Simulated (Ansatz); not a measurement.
The system is Al.

```xyz
2
Lattice="4.4916 0.0000 0.0000 -2.2458 3.8898 0.0000 0.0000 0.0000 2.7226" Properties=species:S:1:pos:R:3 pbc="T T T"
Al    0.0000    2.5932    0.0000
Al    2.2458    1.2966    0.0000
```

The cell was built by a generator and needn't be a form met in nature.

Program: Ansatz 0.2.0. Alike in all runs: task single point; potentials or basis Ansatz PAW; no spin polarisation; cell as given; k mesh 4 × 4 × 5; smearing fermi-dirac 0.05 eV; the mesh is coarse, so values aren't converged.

Q: Order these runs on this cell by their pressure, lowest first.
A. level HF; cutoff (eV) 420
B. level r2SCAN0; cutoff (eV) 500
C. level B3LYP; cutoff (eV) 420

A: B (1.3 GPa), C (3.7 GPa), A (6.2 GPa).

Caveats: all runs use coarse meshes; the PAW data sets come from PBE, with cores solved anew for the run's functional, which leaves a small shift of forces and pressure; the thresholds are loose for stress.
